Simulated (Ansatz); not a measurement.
**A strain series on LiH (CsCl type): epitaxial in the xy plane**

LiH built on the CsCl prototype, relaxed with r2SCAN in Ansatz 0.2.0, then strained (epitaxial in the xy plane; changes of length per length, axes as in the cell below) with the atoms relaxed again within the symmetry that is left. The symmetry is Pm-3m (No. 221, cubic); a = 2.502 Å in the conventional setting, 7.83 Å³ an atom. Around Li lie 8 H at 2.17 Å; around H lie 8 Li at 2.17 Å. Values at 0 K without nuclear motion; spin polarisation is off, and the phase may be a hypothetical one.

```
Li H
1.0
     2.50166    0.00000    0.00000
     0.00000    2.50166    0.00000
     0.00000    0.00000    2.50166
Li H
1 1
Direct
  0.00000 0.00000 0.00000
  0.50000 0.50000 0.50000
```

Gaps are the least over each mesh (PBE 10×10×10, r2SCAN 10×10×10, HSE06 8×8×8 when unstrained) and the special points, which keep their unstrained names; stress is the change from the unstrained cell, compression positive.

```csv
strain (%),free normal strain (%),"gap, PBE (eV)","gap, r2SCAN (eV)","gap, HSE06 (eV)","edges, HSE06","in-plane stress, r2SCAN (GPa)","energy rise, r2SCAN (meV/atom)"
-0.51,-0.20,0.680,1.093,1.381,R → X,+0.69,0.2
0.0,0.00,0.707,1.124,1.407,R → X,0.00,0.0
+1.81,+0.77,0.681,1.099,1.375,R → X,-2.17,2.0
+4.76,+2.09,0.645,1.065,1.330,R → X,-5.00,13.0
+5.78,+2.59,0.635,1.055,1.316,R → X,-5.80,18.8
```

Between zero and the nearest strains the slope of the HSE06 gap against strain is +0.051 eV per percent for negative and -0.017 for positive strain; it falls either way, as happens when edge states split or other valleys take over.

The meshes of the hybrids are coarse, so their gaps aren't converged to the digits shown.
